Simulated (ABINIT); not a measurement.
A run of ABINIT 10.8.3 (patched build):

The input run.abi:

```
ndtset 2

pp_dirpath "./"
pseudos "Pb.GGA_PBE-JTH.xml, S.GGA_PBE-JTH.xml"

acell 3*1.0
rprim
     7.7284085604     0.0000000000     0.0000000000
    -3.8642042801     6.6929981441     0.0000000000
     0.0000000000     0.0000000000     7.1585981443
ntypat 2
znucl 82 16
natom 2
typat 1 2
xcart
     0.0000000000     0.0000000000     0.0000000000
     2.0448488436     1.1805940300     1.8940835000 Angstrom

ecut 707.496042 eV
pawecutdg 48.0

ixc 7

occopt 3
tsmear 0.05 eV

nstep 100

iomode 3
prtwf 0
prteig 0
prtebands 0
enunit 1
prtden1 1

kptopt1 1
ngkpt1 8 8 7
nshiftk1 1
shiftk1 0.0 0.0 0.0
nband1 14
tolvrs1 1.0e-9

iscf2 -2
getden2 1
nband2 20
nbdbuf2 4
tolwfr2 1.0e-11
kptopt2 -7
ndivsm2 8
prteig2 1
kptbounds2
     0.0000000000     0.0000000000     0.0000000000
     0.5000000000     0.0000000000     0.0000000000
     0.3333333333     0.3333333333     0.0000000000
     0.0000000000     0.0000000000     0.0000000000
     0.0000000000     0.0000000000     0.5000000000
     0.5000000000     0.0000000000     0.5000000000
     0.3333333333     0.3333333333     0.5000000000
     0.0000000000     0.0000000000     0.5000000000
```

Potentials or basis: JTH PAW PBE v2.0.

Command:

```bash
$ abinit run.abi > log 2>&1
```

Hardware: 1 thread of Arm Neoverse V2, on a shared host.

Q: How long does it take, and how much memory?

A: Wall time 110 s on 1 thread of Arm Neoverse V2, on a shared host, peak memory 0.16 GiB. Counts: scf iterations 16, mpi ranks 1, k points 40, bands 14, plane waves 2358.
